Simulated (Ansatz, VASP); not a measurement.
**Two plane-wave programs on Ni**

INCAR

```
ALGO     = Normal         # electronic algorithm
EDIFF    = 1E-6           # SCF threshold, eV
ENCUT    = 520            # plane-wave cutoff, eV
GGA      = PE             # functional
ISIF     = 2              # what is computed and relaxed
ISMEAR   = 0              # smearing method
LASPH    = T              # aspherical terms in the spheres
LCHARG   = T              # write CHGCAR
LELF     = T              # ELF
LREAL    = F              # projectors in reciprocal space
LVHAR    = T            
LWAVE    = F              # write WAVECAR
NBANDS   = 11             # bands
NELM     = 100            # most SCF steps
PREC     = Accurate       # precision mode
SIGMA    = 0.05           # smearing width, eV
```

The input KPOINTS:

```
k-points
0
Gamma
  20 20 20
```

File POSCAR:

```
Ni
1.0
    0.0000000000      1.7591346716      1.7591346716
    1.7591346716      0.0000000000      1.7591346716
    1.7591346716      1.7591346716      0.0000000000
Ni
1
Direct
    0.0000000000      0.0000000000      0.0000000000
```

Input for Ansatz:

```yaml
crystal:
  lattice:
    - [0.0, 1.7591346696, 1.7591346696]
    - [1.7591346696, 0.0, 1.7591346696]
    - [1.7591346696, 1.7591346696, 0.0]
  atoms:
    - { symbol: Ni, position: [0.0, 0.0, 0.0] }
basis:
  ecutwfc: 420
  ecutrho_ratio: 4
kpoints:
  mp_grid: { grid: [20, 20, 20] }
hamiltonian:
  xc: pbe
scf:
  occupations: { method: gaussian, width: 0.05 }
output:
  forces: true
  stress: true
  eigenvalues: true
```

Alike in both runs: task single point; functional PBE; k mesh 20 × 20 × 20; occupations gaussian, width 0.05 eV; no spin polarisation.

```csv
,VASP,Ansatz
version,VASP 6.6.1,Ansatz 0.2.0
potentials or method,"VASP PAW PBE potentials, release 64 (Ni)","scalar-relativistic, plane waves, PAW"
plane-wave cutoff (eV),520,420
valence electrons in the cell,10,18
```

```csv
,VASP,Ansatz,Ansatz less VASP
gap on the k mesh at the Fermi level (eV),none,none,-
pressure (GPa),-1.3,-1.3,-0.03
```

A gap of «none» marks a metal or a gap that the smearing closes. The two sets of potentials don't hold the same shells in valence.

Caveats: the run has no spin polarisation, though such a crystal can be magnetic. Spin polarisation is off, so any magnetic state and its effect on volume and gap are missing.
